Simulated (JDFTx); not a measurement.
## Pb under changes of volume

One of the cells (31.034 Å³/atom); the others are scaled copies at fixed shape and fractional positions:

```
Pb
1.0
    -1.97966    1.97966    1.97966
     1.97966   -1.97966    1.97966
     1.97966    1.97966   -1.97966
Pb
1
Direct
  0.00000 0.00000 0.00000
```

This isn't the form of Pb at room conditions, which is fcc.

```yaml
Program: JDFTx 1.7.0 (patched build)
Functional: PBEsol
Potentials_or_basis: PseudoDojo-SR-PBEsol-0.4.1-standard with smoothed tails
Cutoff: 762 eV
Density_cutoff: 3048 eV
k_mesh: 9 × 9 × 9
Occupations: fermi-dirac, width 0.05 eV
Spin: no spin polarisation
```

```csv
volume (Å³/atom),energy over the lowest point (meV/atom),pressure (GPa)
29.172,1.19,0.9
29.792,0.00,-0.2
30.413,2.84,-1.1
31.034,?,?
31.654,18.52,-2.6
32.275,30.45,-3.2
32.896,44.53,-3.7
```

Q: What does the run at 31.034 Å³/atom give?

A: Energy over the lowest point 9.18 meV/atom; pressure -1.9 GPa.

Worked out: A Birch-Murnaghan fit of order 3 (a polynomial in V^(-2/3)) to the other rows has its minimum at 29.65 Å³/atom with B0 = V·E''(V) = 52 GPa and B' = 6.2. It gives 9.20 meV/atom at 31.034 Å³/atom, against the run's 9.18, and -dE/dV = -2.0 GPa, against -1.9.

Energies are extrapolated to zero smearing.
